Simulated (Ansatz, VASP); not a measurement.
# One calculation of Ge, two programs

INCAR

```
SYSTEM = Ge
  AGGAC = 1.0
  AGGAX = 1.0
  ALDAC = 0.0
  ALDAX = 1.0
  ALGO = Normal
  EDIFF = 1E-6
  ENCUT = 520
  GGA = B5
  ISIF = 2
  ISMEAR = -1
  LASPH = .True.
  LCHARG = .False.
  LREAL = .False.
  LWAVE = .False.
  NBANDS = 13
  NELM = 60
  PREC = Accurate
  SIGMA = 0.1
```

KPOINTS

```
k-points
0
Gamma
  14 14 14
  0 0 0
```

Contents of POSCAR:

```
Ge
1.0
    0.0000000000      2.2472826690      2.2472826690
    2.2472826690      0.0000000000      2.2472826690
    2.2472826690      2.2472826690      0.0000000000
Ge
1
Direct
    0.0000000000      0.0000000000      0.0000000000
```

Input for Ansatz:

```yaml
crystal:
  lattice:
    - [0.0, 2.247282669, 2.247282669]
    - [2.247282669, 0.0, 2.247282669]
    - [2.247282669, 2.247282669, 0.0]
  atoms:
    - { symbol: Ge, position: [0.0, 0.0, 0.0] }
hamiltonian:
  xc: blyp
  pseudopotentials:
    kind: paw
    azcp:
      Ge: "pseudopotentials/Ge.paw.azcp"
basis:
  ecutwfc: 420
  fft_grid_basis: typed
kpoints:
  mp_grid: { grid: [14, 14, 14], shift: [0, 0, 0] }
magnetization:
  spin_polarized: false
scf:
  occupations: { method: fermi_dirac, width: 0.1 }
  lower_state_search: "off"
output:
  stress: true
```

Alike in both runs: task single point; functional BLYP; k mesh 14 × 14 × 14; occupations fermi-dirac, width 0.1 eV; no spin polarisation.

```csv
,VASP,Ansatz
version,VASP 6.6.1,Ansatz 0.2.0
potentials or method,"VASP PAW PBE potentials, release 64 (Ge_d)","plane waves (420 eV) with PAW, scalar-relativistic"
plane-wave cutoff (eV),520,420
valence electrons in the cell,14,14
```

```csv
,VASP,Ansatz,Ansatz less VASP
pressure (GPa),-1.7,-1.7,+0.06
```

The functional is the same, so the differences come from potentials, cutoffs and numerics.

Caveats: the PAW data sets were made with another functional, which shifts forces and pressure a little (VASP).
